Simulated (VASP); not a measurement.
A run of VASP 6.6.1 is set up as follows.

Contents of INCAR:

```
SYSTEM = BN
PREC     = Accurate       ! precision mode
ENCUT    = 600            ! plane-wave cutoff, eV
EDIFF    = 1E-6           ! SCF threshold, eV
ISMEAR   = 0              ! smearing method
SIGMA    = 0.03           ! smearing width, eV
LREAL    = .False.        ! projectors in reciprocal space
LASPH    = .True.         ! aspherical terms in the spheres
NELM     = 80             ! most SCF steps
ALGO     = Normal         ! electronic algorithm
ISIF     = 3              ! what is computed and relaxed
LWAVE    = .False.        ! write WAVECAR
LCHARG   = .False.        ! write CHGCAR
GGA      = PE             ! functional
IVDW     = 12             ! dispersion correction
IBRION   = 2              ! ionic algorithm
NSW      = 90             ! ionic steps
EDIFFG   = -0.01          ! ionic threshold
LATTICE_CONSTRAINTS= .TRUE. .TRUE. .FALSE.
KPAR     = 4
```

The input KPOINTS:

```
Automatic mesh
0
Gamma
  15 15 1
  0 0 0
```

The input POSCAR:

```
BN
1.0
    2.4982400000      0.0000000000      0.0000000000
   -1.2491200000      2.1635393000      0.0000000000
    0.0000000000      0.0000000000     24.6357000000
B N
3 3
Direct
    0.6666666700      0.3333333300      0.3653234900
    0.3333333300      0.6666666700      0.5000000000
    0.6666666700      0.3333333300      0.6346765100
    0.3333333300      0.6666666700      0.3653234900
    0.6666666700      0.3333333300      0.5000000000
    0.3333333300      0.6666666700      0.6346765100
```

Potentials or basis: VASP PAW PBE potentials, release 64 (B, N).

The run is started by

```sh
$ cat potpaw_PBE.64/B/POTCAR potpaw_PBE.64/N/POTCAR > POTCAR
$ mpirun -np 4 vasp_std > vasp.out
```

Estimate the space group after relaxing (to 0.05 Å).

P-6m2 (No. 187).

Estimate the dispersion energy per atom.

-0.117 eV.

Final structure:
```cif
data_structure
_symmetry_space_group_name_H-M 'P 1'
_symmetry_Int_Tables_number 1
_cell_length_a 2.5071
_cell_length_b 2.5071
_cell_length_c 24.6357
_cell_angle_alpha 90.000
_cell_angle_beta 90.000
_cell_angle_gamma 120.000
_cell_volume 134.11
loop_
_atom_site_label
_atom_site_type_symbol
_atom_site_fract_x
_atom_site_fract_y
_atom_site_fract_z
_atom_site_occupancy
B1 B 0.66667 0.33333 0.36535 1
B2 B 0.33333 0.66667 0.50000 1
B3 B 0.66667 0.33333 0.63465 1
N1 N 0.33333 0.66667 0.36528 1
N2 N 0.66667 0.33333 0.50000 1
N3 N 0.33333 0.66667 0.63472 1
```

Zero-point motion and thermal expansion aren't in these numbers.
